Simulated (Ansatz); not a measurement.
Here is an Ansatz 0.2.0 calculation.

input.yaml

```yaml
crystal:
  lattice:
    - [0.0, 2.2535006075, 2.2535006075]
    - [2.2535006075, 0.0, 2.2535006075]
    - [2.2535006075, 2.2535006075, 0.0]
  atoms:
    - { symbol: Ga, position: [0.0, 0.0, 0.0] }
    - { symbol: "N", position: [0.25, 0.25, 0.25] }
kpoints:
  mp_grid: { grid: [10, 10, 10] }
  band_path:
    path:
      - [0.0, 0.0, 0.0]
      - [0.5, 0.0, 0.5]
      - [0.5, 0.25, 0.75]
      - [0.375, 0.375, 0.75]
      - [0.0, 0.0, 0.0]
      - [0.5, 0.5, 0.5]
      - [0.625, 0.25, 0.625]
      - [0.5, 0.25, 0.75]
    npoints: 8
scf:
  occupations: { method: fermi_dirac, width: 0.05 }
hamiltonian:
  xc: blyp
  pseudopotentials: { kind: all_electron, lapw: { basis_error: 0.001 } }
output:
  forces: true
  stress: true
  eigenvalues: true
```

Potentials or basis: all-electron LAPW, scalar-relativistic.

The run is started by

```console
$ ansatz run input.yaml --threads 1 --pin off --max-ram 3072MiB --backend cpu --events-out ev --progress --plain --runs-dir out
```

(1) Predict the band gap on the k mesh.

(2) Predict the band gap along the path.

(3) Predict the pressure.

## Answers

(1) 1.83 eV, direct.

(2) 1.83 eV, direct.

(3) 11.0 GPa.

**The experiment to reproduce.**

From a printed reference work, textbook, for a bulk crystal of GaN at 0 K: band gap 3.299 eV (direct).

Against the measured gap of GaN, 3.299 eV (direct; 0 K; a printed reference work, textbook), the calculated 1.83 eV is off by -1.47 eV. Spin-orbit coupling on Ga is left out. The value is that of BLYP, without temperature or zero-point motion. Semilocal functionals fall short of measured gaps as a rule. The cell is a database's relaxed one, not the measured one, which moves gaps too.
